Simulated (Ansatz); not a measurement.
**ZrB2: elastic constants with PBEsol**

Crystal: ZrB2.

```xyz
3
Lattice="3.1700 0.0000 0.0000 -1.5850 2.7453 0.0000 0.0000 0.0000 3.5330" Properties=species:S:1:pos:R:3 pbc="T T T"
Zr    0.0000    0.0000    0.0000
B     1.5850    0.9151    1.7665
B     0.0000    1.8302    1.7665
```

| Property | Result |
| --- | --- |
| Program | Ansatz 0.2.0 |
| Task | elastic constants |
| Functional | PBEsol |
| Potentials or basis | all-electron LAPW, scalar-relativistic |
| Cutoff | 269 eV (chosen from the basis error) |
| Basis error allowed | 0.002 eV/atom |
| k mesh | 8 × 8 × 6 |
| Occupations | fermi-dirac, width 0.05 eV |
| Spin | no spin polarisation |

The pressure is -4.1 GPa and the band gap on the k mesh is none (metal or under the smearing width). The voigt bulk modulus is 234 GPa.

Stress tensor (GPa, compression positive):
```
-3.87  0.00  0.00
 0.00 -3.87  0.00
 0.00  0.00 -4.50
```

Levels at points of the mesh, in eV from the Fermi level:
| k point | band 18 | band 19 | band 20 | band 21 | band 22 | band 23 |
| --- | --- | --- | --- | --- | --- | --- |
| (0.00, 0.00, 0.00) | -2.76 | -2.75 | -2.46 | 3.26 | 3.26 | 4.06 |
| (0.00, 0.00, -0.50) | -1.08 | -1.08 | 0.17 | 0.17 | 0.63 | 0.63 |
| (0.00, -0.50, 0.00) | -4.03 | -3.17 | -2.84 | 2.12 | 2.16 | 4.81 |
| (0.00, -0.50, -0.50) | -4.74 | -4.27 | -2.12 | 3.59 | 3.95 | 5.19 |

Elastic tensor in Voigt notation (GPa, in the Cartesian axes of the cell as first typed):
```
560  47 117   0   0   0
 47 560 117   0   0   0
116 116 428   0   0   0
  0   0   0 250   0   0
  0   0   0   0 250   0
  0   0   0   0   0 256
```

It took 79 s on 2 threads of Arm Neoverse V2, with other jobs on the host, peak memory 0.42 GiB.

Caveat: the k mesh is thin for a metal, which can move the energy by tens of meV per atom; a metal's response needs a denser mesh; the cell is more than 3 GPa from zero pressure, which shifts response properties; elastic constants of metals need much finer meshes, so these are rough.
